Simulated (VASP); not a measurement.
## Se: relaxation of cell and atoms with r2SCAN

Se:

```xyz
3
Lattice="4.3662 0.0000 0.0000 -2.1831 3.7812 0.0000 0.0000 0.0000 4.9536" Properties=species:S:1:pos:R:3 pbc="T T T"
Se    0.9841    0.0000    1.6512
Se   -0.4921    0.8523    3.3024
Se    1.6910    2.9289    0.0000
```

| Property | Result |
| --- | --- |
| Program | VASP 6.6.1 |
| Task | relaxation of cell and atoms |
| Functional | r2SCAN |
| Potentials or basis | VASP PAW PBE potentials, release 64 (Se) |
| Cutoff | 600 eV |
| k mesh | 9 × 9 × 6 |
| Occupations | gaussian, width 0.03 eV |
| Spin | no spin polarisation |
| Further INCAR settings | ALGO = Normal; EDIFF = 1e-06; IBRION = 2; EDIFFG = -0.01; NSW = 90; ISIF = 3 |

| Quantity | Value |
| --- | --- |
| Relaxed volume | 29.21 Å³/atom |
| Relaxed cell | a = 4.501 Å, b = 4.501 Å, c = 4.994 Å, α = 90.00°, β = 90.00°, γ = 120.00° |
| Space group after relaxing (to 0.05 Å) | P3_121 (No. 152) |
| Energy gained by relaxing | 5.2 meV/atom |
| Ionic steps | 11 |
| Pressure after relaxing | 0.0 GPa |
| Largest force after relaxing | 0.009 eV/Å |
| Band gap on the k mesh | 1.32 eV, indirect (least direct gap 1.57 eV) |

Forces on the atoms (eV/Å):
```
Se   0.009  0.000  0.000
Se  -0.005  0.008  0.000
Se  -0.005 -0.008  0.000
```

The path:
```tsv
step	energy change (eV)	largest force (eV/Å)	pressure (GPa)	volume (Å³)
1	0.0000	0.0562	1.31	81.78
2	-0.0029	0.3001	-0.80	84.45
3	-0.0067	0.1517	0.07	83.29
4	-0.0094	0.1071	0.08	83.76
5	-0.0119	0.0075	0.10	84.90
6	-0.0131	0.0024	0.03	85.46
7	-0.0150	0.0315	-0.18	87.13
8	-0.0152	0.0405	-0.23	87.65
9	-0.0153	0.0581	0.22	87.60
10	-0.0155	0.0116	0.00	87.63
11	-0.0155	0.0095	0.00	87.63
```

Final structure:
```xyz
3
Lattice="4.5011 0.0000 0.0000 -2.2505 3.8980 0.0000 0.0000 0.0000 4.9944" Properties=species:S:1:pos:R:3 pbc="T T T"
Se    0.9774    0.0000    1.6648
Se   -0.4887    0.8464    3.3296
Se    1.7618    3.0516    0.0000
```

Levels at points of the mesh, in eV from the valence-band top:
```csv
k point,band 5,band 6,band 7,band 8,band 9,band 10,band 11,band 12,band 13
"(0.00, 0.00, 0.00)",-3.97,-3.64,-2.05,-2.05,-0.38,2.26,2.26,2.60,6.48
"(0.00, 0.00, 0.50)",-3.46,-3.46,-1.43,-1.43,-1.07,1.56,1.66,1.66,7.00
```

Run time: 7 min on 2 MPI ranks on Intel(R) Xeon(R) 6975P-C (Granite Rapids), on a shared host, peak memory 0.27 GiB a rank.

Caveat: the PAW data sets were made with another functional, which shifts forces and pressure a little; an odd mesh through Γ misses points on the zone boundary, where band edges often lie.
